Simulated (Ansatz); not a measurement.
All numbers below come from Ansatz, DFT PBE, scalar-relativistic, plane waves, PAW. Settings: cutoff 420 eV, Γ-centred meshes spaced at most about 0.3 Å⁻¹, and about 0.25 Å⁻¹ or finer for metals (2π included), Gaussian smearing. No spin polarisation in the final relaxations.

All energies are static (0 K, no zero-point motion).

Two forms of Al2Cu were relaxed alike.

A.

Space group P-3m1 (No. 164). a = 2.787 Å, b = 2.787 Å, c = 13.240 Å, α = 90.00°, β = 90.00°, γ = 120.00°
| atom | site | symmetry | x | y | z |
| --- | --- | --- | --- | --- | --- |
| Al | 2d | 3m. | 0.3333 | 0.6667 | 0.2281 |
| Al | 2d | 3m. | 0.3333 | 0.6667 | 0.5921 |
| Cu | 2d | 3m. | 0.3333 | 0.6667 | 0.9240 |

B.

Space group I4/mmm (No. 139). a = 2.784 Å, b = 2.784 Å, c = 11.361 Å, α = 90.00°, β = 90.00°, γ = 90.00°
| atom | site | symmetry | x | y | z |
| --- | --- | --- | --- | --- | --- |
| Al | 4e | 4mm | 0.5000 | 0.5000 | 0.3455 |
| Cu | 2b | 4/mmm | 0.5000 | 0.5000 | 0.0000 |

Task: Which form is favoured at zero pressure, and by what margin per atom?

Result: B is lower, by 85 meV/atom. A has Al and Cu ordered on hcp sites, space group P-3m1 (No. 164), 14.8 Å³/atom and no gap on its mesh; B has Al and Cu ordered on fcc sites, space group I4/mmm (No. 139), 14.7 Å³/atom and no gap. In A, Al on its first site is surrounded by 3 Cu at 2.58 Å and 9 Al at 2.79–2.87 Å; Al on its second site is surrounded by 12 Al at 2.79–2.92 Å; around Cu lie 3 Cu at 2.58 Å, 3 Al at 2.58 Å and 6 Cu at 2.79 Å. In B, Al has 4 Cu at 2.64 Å and 8 Al at 2.78–2.93 Å; Cu is surrounded by 8 Al at 2.64 Å and 4 Cu at 2.78 Å. Both come from invented guesses. A third cell relaxed alike, in P-3m1, lies 9 meV/atom below the lower of the two. The part of the Crystallography Open Database at hand lists Al2Cu in space group No. 140, which no cell shown has.

Cells relaxed within their symmetry can be saddle points.
